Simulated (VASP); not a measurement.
Input of a VASP 6.6.1 run:

Contents of INCAR:

```
SYSTEM = HfO2
PREC = Accurate ; ENCUT = 600
EDIFF = 1E-7 ; ISMEAR = 0
SIGMA = 0.03 ; LREAL = .False.
LASPH = .True. ; NELM = 80
ALGO = Normal ; ISIF = 3
LWAVE = .False. ; LCHARG = .False.
GGA = PS ; IBRION = 2
NSW = 90 ; EDIFFG = -0.005
KPAR = 4
```

Contents of KPOINTS:

```
Automatic mesh
0
Gamma
  6 6 6
  0 0 0
```

Contents of POSCAR:

```
HfO2                                    
1.0
    5.0748792899      0.0000000000     -0.0124080949
    0.0000000000      5.1562478525      0.0000000000
   -0.8641517652      0.0000000000      5.1708978357
  Hf              O             
     4     8
Direct
     0.2773450752549061    0.0427529447443896    0.2076685010166237
     0.7226549247450939    0.5427529447443895    0.2923314989833765
     0.7226549247450939    0.9572470552556105    0.7923314989833763
     0.2773450752549061    0.4572470552556102    0.7076685010166237
     0.4469380802278796    0.7583326315894143    0.4809641487116957
     0.5530619197721203    0.2583326315894143    0.0190358512883043
     0.5530619197721203    0.2416673684105858    0.5190358512883044
     0.4469380802278796    0.7416673684105857    0.9809641487116956
     0.0716267974230512    0.3381438284152785    0.3401141510251760
     0.9283732025769490    0.8381438284152785    0.1598858489748240
     0.9283732025769490    0.6618561715847215    0.6598858489748244
     0.0716267974230512    0.1618561715847214    0.8401141510251756
```

Potentials or basis: VASP PAW PBE potentials, release 64 (Hf_pv, O).

Run with:

```console
$ cat potpaw_PBE.64/Hf_pv/POTCAR potpaw_PBE.64/O/POTCAR > POTCAR
$ mpirun -np 4 vasp_std > vasp.out
```

Q: Estimate the space group after relaxing (to 0.05 Å).

A: P2_1/c (No. 14).

Q: Estimate the relaxed cell.

A: a = 5.075 Å, b = 5.157 Å, c = 5.243 Å, α = 90.00°, β = 99.63°, γ = 90.00°.

Q: Estimate the band gap on the k mesh.

A: 3.96 eV, indirect (least direct gap 4.06 eV).

Forces on the atoms (eV/Å):
```
Hf   0.000 -0.001  0.000
Hf   0.000 -0.001  0.000
Hf   0.000  0.001  0.000
Hf   0.000  0.001  0.000
O    0.001 -0.001 -0.003
O   -0.001 -0.001  0.003
O   -0.001  0.001  0.003
O    0.001  0.001 -0.003
O    0.000  0.000 -0.001
O    0.000  0.000  0.001
O    0.000  0.000  0.001
O    0.000  0.000 -0.001
```

Caveat: the PAW data sets were made with another functional, which shifts forces and pressure a little; spin-orbit coupling is left out, which moves the levels of the heavy elements. As with any semilocal functional, this PBEsol gap is likely too small.
